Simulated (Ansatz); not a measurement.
**Co: equation of state with PBEsol**

Crystal: Co.

```
Co
1.0
     2.48736    0.00000    0.00000
    -1.24368    2.15412    0.00000
     0.00000    0.00000    4.06329
Co
2
Direct
  0.33333 0.66667 0.74014
  0.66667 0.33333 0.25986
```

```yaml
Program: Ansatz 0.2.0
Task: equation of state
Functional: PBEsol
Potentials_or_basis: all-electron LAPW, scalar-relativistic
Basis_error_allowed: 0.0005 eV/atom
k_mesh: 12 × 12 × 7
Occupations: fermi-dirac, width 0.05 eV
Spin: collinear spin, ferromagnetic start
Starting_moments: "[2.0, 2.0] μB"
```

```yaml
Equilibrium_volume: 10.41 Å³/atom
Bulk_modulus_at_fixed_shape_and_positions: 233 GPa
Pressure_derivative_of_the_bulk_modulus: 4.2
```

Energy against volume, from the lowest point:
```tsv
volume (Å³/atom)	energy (meV/atom)
10.233	2.27
10.450	0.00
10.668	4.21
10.886	14.26
11.103	29.55
11.321	49.52
11.539	73.70
```

All runs of the series together: 2.3 min on 2 threads of Intel(R) Xeon(R) 6975P-C (Granite Rapids), with other jobs on the host.

Caveat: the cell was scaled at fixed shape and fractional positions, which overstates the stiffness of a crystal with free parameters, most of all of layers and chains.
